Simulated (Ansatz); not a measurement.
Input and command of a plane-wave DFT calculation in Ansatz:

```yaml
crystal:
  lattice:
    - [0.0, 2.6945131952, 2.6540954973]
    - [2.6945131952, 0.0, 2.6540954973]
    - [2.6945131952, 2.6945131952, 0.0]
  atoms:
    - { symbol: Zn, position: [0.0, 0.0, 0.0] }
    - { symbol: S, position: [0.75, 0.75, 0.75] }
basis:
  ecutwfc: 500
kpoints:
  mp_grid: { grid: [8, 8, 8] }
hamiltonian:
  xc: r2scan
scf:
  occupations: { method: gaussian, width: 0.05 }
output:
  forces: true
  stress: true
  eigenvalues: true
  write_density: true
  write_potential: true
  elf: true
  volumetric_format: npy
```

```bash
ansatz run input.yaml --threads 2 --pin off --max-ram 5120MiB --backend cpu --events-out ev --progress --plain --runs-dir out
```

Processor: AMD EPYC 7R43 64-Core Processor (Zen 3), 2 threads, on a host shared with other jobs.

Task: Estimate time, memory and problem size.

Result: About 3.2 s on 2 threads of AMD EPYC 7R43 64-Core Processor (Zen 3), on a shared host, peak memory 0.52 GiB. It solves 13 bands at 59 k points (the mesh reduced by symmetry) with about 957 plane waves, in 6 SCF iterations.
